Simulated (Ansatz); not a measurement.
Crystal: Si2Mo.

```
CELL_PARAMETERS angstrom
-1.60000 1.60000 3.93050
1.60000 -1.60000 3.93050
1.60000 1.60000 -3.93050
ATOMIC_POSITIONS crystal
Mo 0.00000 0.00000 0.00000
Si 0.66700 0.66700 0.00000
Si 0.33300 0.33300 0.00000
```

Base run:

```yaml
Program: Ansatz 0.2.0
Functional: PBE
Potentials_or_basis: Ansatz PAW
Cutoff: "420 eV (not typed: the program's choice for these potentials)"
k_mesh: 12 × 12 × 12
Occupations: fermi-dirac, width 0.05 eV
Spin: no spin polarisation
Hubbard_terms: Mo d U = 5 eV
```

Its results: band gap on the k mesh none (metal or under the smearing width); pressure 1.2 GPa; largest force 0.619 eV/Å.

Task: The run is repeated on the same cell with these changes: hubbard terms from Mo d U = 5 eV to Mo d U = 8 eV. What comes out?

Result: Band gap on the k mesh none (metal or under the smearing width); pressure 2.0 GPa; largest force 0.842 eV/Å.

Caveats: U without spin polarisation on a metal has little footing; the U is typed as a test and isn't derived for this compound; the density of states is complete only up to the lowest level of the last band computed.
